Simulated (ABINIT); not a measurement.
# HfO2 (P2_1/c) in ABINIT: single point with LDA

Aim: the single point of HfO2 with LDA.

Program: ABINIT 10.8.3 (patched build). These are calculated values, not measurements. Logs are shortened: lines on timing, memory, paths and dates and some standing lists are left out, and cuts for length are marked. The log counts tension as positive stress, the text compression.

### Step 1. Starting point

The structure is monoclinic, space group P2_1/c (No. 14). The conventional cell has a = 5.118 Å, b = 5.186 Å, c = 5.284 Å, α = 90.00°, β = 99.35°, γ = 90.00°. Around Hf (site symmetry 1) lie 7 O at 2.03 to 2.25 Å. O (site symmetry 1) is surrounded by 3 Hf at 2.03 to 2.12 Å. O (site symmetry 1) has 4 Hf at 2.14 to 2.25 Å as nearest neighbours.

### Step 2. Single point, LDA

run.abi

```
# Pseudopotentials
pp_dirpath "./"
pseudos "Hf.LDA_PW-JTH.xml, O.LDA_PW-JTH.xml"

# Structure
acell 3*1.0 Angstrom
rprim
     5.1180000000     0.0000000000     0.0000000000
     0.0000000000     5.1857000000     0.0000000000
    -0.8586630598     0.0000000000     5.2138671406
ntypat 2
znucl 72 8
natom 12
typat 1 1 1 1 2 2 2 2 2 2 2 2
xcart
     0.8020755537     2.3869777100     3.6914179355
     3.0279298566     4.9798277100     4.1293827754
     3.4572613865     2.7987222900     1.5224492051
     1.2314070836     0.2058722900     1.0844843652
    -0.3472744127     0.8732718800     4.4145813079
     4.1772798230     3.4661218800     3.4062194030
     4.6066113529     4.3124281200     0.7992858327
     0.0820571172     1.7195781200     1.8076477376
     1.4548709351     3.8472708300     5.1101111845
     2.3751344752     1.2544208300     2.7106895264
     2.8044660051     1.3384291700     0.1037559561
     1.8842024650     3.9312791700     2.5031776142 Angstrom
chkprim 0
chksymtnons 0
tolsym 1.0e-6

# Plane-wave basis
ecut 23.0
pawecutdg 45.0

# k points
kptopt 1
ngkpt 2 2 2
nshiftk 1
shiftk 0.0 0.0 0.0

# Exchange and correlation
ixc 7

# Bands and occupations
nband 58
occopt 3
tsmear 0.00183747

# SCF cycle
nstep 100
tolvrs 1.0e-9

# Output
iomode 3
prtwf 0
prtden 0
prteig 0
prtebands 0
enunit 1
```

Potentials or basis: JTH PAW LDA v2.0.

Started as:

```
$ abinit run.abi > log 2>&1
```

run.abo:

```text
.Version 10.8.3 of ABINIT
 Symmetries : space group P2_1/c (# 14); Bravais mP (primitive monocl.)
================================================================================
 Values of the parameters that define the memory need of the present run
     intxc =       0    ionmov =       0      iscf =      17    lmnmax =      18
     lnmax =       6     mgfft =      45  mpssoang =       3    mqgrid =    3001
     natom =      12  nloc_mem =       2    nspden =       1   nspinor =       1
    nsppol =       1      nsym =       4    n1xccc =       1    ntypat =       2
    occopt =       3   xclevel =       1
       mpw =        2471          nfft =       91125          nkpt =           8
 PAW method is used; the additional fine FFT grid is defined by:
   mgfftf=        64    nfftf =    230400
================================================================================
================================================================================

--------------------------------------------------------------------------------
------------- Echo of variables that govern the present computation ------------
--------------------------------------------------------------------------------
 -outvars: echo values of preprocessed input variables --------
            acell      1.8897261259E+00  1.8897261259E+00  1.8897261259E+00 Bohr
              amu      1.78490000E+02  1.59994000E+01
          chkprim           0
      chksymtnons           0
             ecut      2.30000000E+01 Hartree
           enunit           1
              ixc           7
         kptrlatt        2    0    0      0    2    0      0    0    2
          kptrlen      1.93432366E+01
            natom          12
            nband          58
            ngfft          45      45      45
          ngfftdg          60      60      64
             nkpt           8
            nstep         100
             nsym           4
           ntypat           2
           occopt           3
        pawecutdg      4.50000000E+01 Hartree
           prtden           0
        prtebands           0
           prteig           0
            prtwf           0
            rprim      5.1180000000E+00  0.0000000000E+00  0.0000000000E+00
                       0.0000000000E+00  5.1857000000E+00  0.0000000000E+00
                      -8.5866305980E-01  0.0000000000E+00  5.2138671406E+00
          spgroup          14
           tolsym      1.00000000E-06
           tolvrs      1.00000000E-09
           tsmear      1.83747000E-03 Hartree
            typat      1  1  1  1  2  2  2  2  2  2  2  2
           useylm           1
           xangst      8.0207555370E-01  2.3869777100E+00  3.6914179355E+00
                       3.0279298566E+00  4.9798277100E+00  4.1293827754E+00
                       3.4572613865E+00  2.7987222900E+00  1.5224492051E+00
                       1.2314070836E+00  2.0587229000E-01  1.0844843652E+00
                      -3.4727441270E-01  8.7327188000E-01  4.4145813079E+00
                       4.1772798230E+00  3.4661218800E+00  3.4062194030E+00
                       4.6066113529E+00  4.3124281200E+00  7.9928583270E-01
                       8.2057117200E-02  1.7195781200E+00  1.8076477376E+00
                       1.4548709351E+00  3.8472708300E+00  5.1101111845E+00
                       2.3751344752E+00  1.2544208300E+00  2.7106895264E+00
                       2.8044660051E+00  1.3384291700E+00  1.0375595610E-01
                       1.8842024650E+00  3.9312791700E+00  2.5031776142E+00
            xcart      1.5157031288E+00  4.5107341405E+00  6.9757689144E+00
                       5.7219581574E+00  9.4105105261E+00  7.8034025145E+00
                       6.5332771662E+00  5.2888186306E+00  2.8770120382E+00
                       2.3270221375E+00  3.8904224501E-01  2.0493784381E+00
                      -6.5625353054E-01  1.6502446867E+00  8.3423496325E+00
                       7.8939148168E+00  6.5500210722E+00  6.4368217964E+00
                       8.7052338255E+00  8.1493080845E+00  1.5104313201E+00
                       1.5506547819E-01  3.2495316989E+00  3.4159591562E+00
                       2.7493076159E+00  7.2702882009E+00  9.6567106116E+00
                       4.4883536703E+00  2.3705118153E+00  5.1224608173E+00
                       5.2996726791E+00  2.5292645702E+00  1.9607034096E-01
                       3.5606266246E+00  7.4290409558E+00  4.7303201353E+00
             xred      2.7550000001E-01  4.6030000000E-01  7.0799999999E-01
                       7.2449999999E-01  9.6030000000E-01  7.9200000001E-01
                       7.2449999999E-01  5.3970000000E-01  2.9200000001E-01
                       2.7550000001E-01  3.9700000000E-02  2.0799999999E-01
                       7.4200000005E-02  1.6840000000E-01  8.4669999999E-01
                       9.2580000000E-01  6.6840000000E-01  6.5330000001E-01
[... 220 lines left out ...]
 frms,max,avg= 2.9153432E-03 7.0040055E-03   0.000E+00  0.000E+00  0.000E+00 h/b

 cartesian forces (eV/Angstrom) at end:
    1      0.08142599882666    -0.13130249198485    -0.04701005513038
    2     -0.08142599882666    -0.13130249198485     0.04701005513038
    3     -0.08142599882666     0.13130249198485     0.04701005513038
    4      0.08142599882666     0.13130249198485    -0.04701005513038
    5     -0.36016044212775    -0.19048988848039     0.01319506066442
    6      0.36016044212775    -0.19048988848039    -0.01319506066442
    7      0.36016044212775     0.19048988848039    -0.01319506066442
    8     -0.36016044212775     0.19048988848039     0.01319506066442
    9      0.02558010559511     0.03258859942012    -0.09106157287647
   10     -0.02558010559511     0.03258859942012     0.09106157287647
   11     -0.02558010559511    -0.03258859942012     0.09106157287647
   12      0.02558010559511    -0.03258859942012    -0.09106157287647
 frms,max,avg= 1.4991298E-01 3.6016044E-01   0.000E+00  0.000E+00  0.000E+00 e/A
 length scales=  1.889726125908  1.889726125908  1.889726125908 bohr
              =  1.000000000000  1.000000000000  1.000000000000 angstroms
 Fermi (or HOMO) energy (eV) =   0.93712   Average Vxc (eV)= -11.94355
 Eigenvalues (   eV  ) for nkpt=   8  k points:
 kpt#   1, nband= 58, wtk=  0.12500, kpt=  0.0000  0.0000  0.0000 (reduced coord)
 -61.46886  -61.44915  -61.44561  -61.44508  -30.53261  -30.50154  -30.47542  -30.27999
 -30.22067  -30.18036  -30.15854  -30.11993  -30.09191  -30.08139  -30.03027  -29.97896
 -18.91242  -17.50399  -17.34255  -17.32060  -16.82485  -16.76056  -16.69833  -16.57509
  -6.65861   -6.56078   -6.03256   -5.79120   -5.67860   -5.34916   -4.50367   -4.23207
  -4.09058   -3.90620   -3.84576   -3.72459   -3.12014   -3.01692   -2.96680   -2.93934
  -2.70551   -2.25239   -2.18116   -2.10751   -1.64521   -1.62239   -1.26440   -1.09669
   3.25595    3.84521    4.02791    4.24524    4.43380    4.67012    4.96169    5.11314
   5.38048    5.47385
 prteigrs : prtvol=0 or 1, do not print more k-points.

--- !EnergyTerms
iteration_state     : {dtset: 1, }
comment             : Components of total free energy in Hartree
kinetic             :  8.15189249386019E+01
hartree             :  5.96441044712913E+01
xc                  : -5.91262172405872E+01
Ewald energy        : -2.59886633012915E+02
psp_core            :  4.13326861421760E+01
local_psp           : -1.24688089081180E+02
PAW spherical_terms : -7.00885420744056E+01
internal            : -3.31293765857019E+02
'-kT*entropy'       :  7.51964079628242E-15
total_energy        : -3.31293765857019E+02
total_energy_eV     : -9.01496262362095E+03
...

--- !EnergyTermsDC
iteration_state     : {dtset: 1, }
comment             : '"Double-counting" decomposition of free energy'
band_energy         : -6.13680856566500E+01
Ewald energy        : -2.59886633012915E+02
psp_core            :  4.13326861421760E+01
xc_dc               : -7.23109817378486E+01
PAW spherical_terms :  2.09392522264545E+01
internal            : -3.31293762038783E+02
'-kT*entropy'       :  7.51964079628242E-15
total_energy_dc     : -3.31293762038783E+02
total_energy_dc_eV  : -9.01496251972145E+03
...

--- !EnergyTermsWithPAWCore
iteration_state     : {dtset: 1, }
comment             : 'Components of total free energy, including PAW core contributions'
Total energy        : -6.08775123928289E+04
Total energy DC     : -6.08775123890107E+04
Total energy (eV)   : -1.65656150341576E+06
Total energy DC (eV): -1.65656150331186E+06
...

 Cartesian components of stress tensor (hartree/bohr^3)
  sigma(1 1)=  3.73241273E-04  sigma(3 2)=  0.00000000E+00
  sigma(2 2)=  4.02649705E-04  sigma(3 1)=  2.10005336E-05
  sigma(3 3)=  3.42191143E-04  sigma(2 1)=  0.00000000E+00

-Cartesian components of stress tensor (GPa)         [Pressure= -1.0965E+01 GPa]
- sigma(1 1)=  1.09811374E+01  sigma(3 2)=  0.00000000E+00
- sigma(2 2)=  1.18463633E+01  sigma(3 1)=  6.17857029E-01
- sigma(3 3)=  1.00676110E+01  sigma(2 1)=  0.00000000E+00

== END DATASET(S) ==============================================================
================================================================================

 -outvars: echo values of variables after computation  --------
            acell      1.8897261259E+00  1.8897261259E+00  1.8897261259E+00 Bohr
           etotal     -3.3129376204E+02
            fcart      1.5834835659E-03 -2.5534269301E-03 -9.1420001967E-04
                      -1.5834835659E-03 -2.5534269301E-03  9.1420001967E-04
                      -1.5834835659E-03  2.5534269301E-03  9.1420001967E-04
                       1.5834835659E-03  2.5534269301E-03 -9.1420001967E-04
                      -7.0040054700E-03 -3.7044385358E-03  2.5660307535E-04
                       7.0040054700E-03 -3.7044385358E-03 -2.5660307535E-04
                       7.0040054700E-03  3.7044385358E-03 -2.5660307535E-04
                      -7.0040054700E-03  3.7044385358E-03  2.5660307535E-04
                       4.9745385266E-04  6.3374735784E-04 -1.7708656475E-03
                      -4.9745385266E-04  6.3374735784E-04  1.7708656475E-03
                      -4.9745385266E-04 -6.3374735784E-04  1.7708656475E-03
                       4.9745385266E-04 -6.3374735784E-04 -1.7708656475E-03
            rprim      5.1180000000E+00  0.0000000000E+00  0.0000000000E+00
                       0.0000000000E+00  5.1857000000E+00  0.0000000000E+00
                      -8.5866305980E-01  0.0000000000E+00  5.2138671406E+00
           strten      3.7324127276E-04  4.0264970536E-04  3.4219114327E-04
                       0.0000000000E+00  2.1000533567E-05  0.0000000000E+00
           xangst      8.0207555370E-01  2.3869777100E+00  3.6914179355E+00
                       3.0279298566E+00  4.9798277100E+00  4.1293827754E+00
                       3.4572613865E+00  2.7987222900E+00  1.5224492051E+00
                       1.2314070836E+00  2.0587229000E-01  1.0844843652E+00
                      -3.4727441270E-01  8.7327188000E-01  4.4145813079E+00
                       4.1772798230E+00  3.4661218800E+00  3.4062194030E+00
                       4.6066113529E+00  4.3124281200E+00  7.9928583270E-01
                       8.2057117200E-02  1.7195781200E+00  1.8076477376E+00
                       1.4548709351E+00  3.8472708300E+00  5.1101111845E+00
                       2.3751344752E+00  1.2544208300E+00  2.7106895264E+00
                       2.8044660051E+00  1.3384291700E+00  1.0375595610E-01
                       1.8842024650E+00  3.9312791700E+00  2.5031776142E+00
             xred      2.7550000001E-01  4.6030000000E-01  7.0799999999E-01
                       7.2449999999E-01  9.6030000000E-01  7.9200000001E-01
                       7.2449999999E-01  5.3970000000E-01  2.9200000001E-01
                       2.7550000001E-01  3.9700000000E-02  2.0799999999E-01
                       7.4200000005E-02  1.6840000000E-01  8.4669999999E-01
                       9.2580000000E-01  6.6840000000E-01  6.5330000001E-01
                       9.2580000000E-01  8.3160000000E-01  1.5330000001E-01
                       7.4200000005E-02  3.3160000000E-01  3.4669999999E-01
                       4.4870000000E-01  7.4190000000E-01  9.8010000000E-01
                       5.5130000000E-01  2.4190000000E-01  5.1990000000E-01
                       5.5130000000E-01  2.5810000000E-01  1.9900000000E-02
                       4.4870000000E-01  7.5810000000E-01  4.8010000000E-01
 Calculation completed.
```

Wall time 97 s (1 thread of Arm Neoverse V1, shared host); peak memory 0.18 GiB.

Results:

| Item | Value |
| --- | --- |
| Free energy | -9014.9625 eV |
| Pressure | -11.0 GPa |
| Largest force | 0.408 eV/Å |
| Band gap on the k mesh | 3.94 eV, indirect (least direct gap 4.03 eV) |
| Valence electrons inside the program's atomic spheres | Hf 9.55; O 4.60, 4.58 |

Forces in eV/Å, atoms in the order of the input:
```
Hf   0.081 -0.131 -0.047
Hf  -0.081 -0.131  0.047
Hf  -0.081  0.131  0.047
Hf   0.081  0.131 -0.047
O   -0.360 -0.190  0.013
O    0.360 -0.190 -0.013
O    0.360  0.190 -0.013
O   -0.360  0.190  0.013
O    0.026  0.033 -0.091
O   -0.026  0.033  0.091
O   -0.026 -0.033  0.091
O    0.026 -0.033 -0.091
```

Levels at points of the mesh, in eV from the valence-band top:
| k point | band 45 | band 46 | band 47 | band 48 | band 49 | band 50 | band 51 | band 52 |
| --- | --- | --- | --- | --- | --- | --- | --- | --- |
| (0.00, 0.00, 0.00) | -0.55 | -0.53 | -0.17 | 0.00 | 4.35 | 4.94 | 5.12 | 5.34 |
| (0.50, 0.00, 0.00) | -0.69 | -0.57 | -0.50 | -0.09 | 3.94 | 5.00 | 5.09 | 5.13 |
| (0.00, 0.50, 0.00) | -0.81 | -0.81 | -0.43 | -0.43 | 4.94 | 4.94 | 5.43 | 5.43 |
| (0.50, 0.50, 0.00) | -0.90 | -0.90 | -0.59 | -0.59 | 4.67 | 4.67 | 5.12 | 5.12 |
| (0.00, 0.00, 0.50) | -0.81 | -0.81 | -0.50 | -0.50 | 4.63 | 4.63 | 5.07 | 5.07 |
| (0.50, 0.00, 0.50) | -0.98 | -0.98 | -0.51 | -0.51 | 4.26 | 4.26 | 5.41 | 5.41 |
| (0.00, 0.50, 0.50) | -0.92 | -0.92 | -0.63 | -0.63 | 4.82 | 4.82 | 4.96 | 4.96 |
| (0.50, 0.50, 0.50) | -1.05 | -1.05 | -0.75 | -0.75 | 4.43 | 4.43 | 5.13 | 5.13 |

Caveat: the k mesh is coarse (spacing up to 0.62 Å⁻¹), so the values aren't converged; spin-orbit coupling is left out, which moves the levels of the heavy elements. A k mesh can miss the band edges.
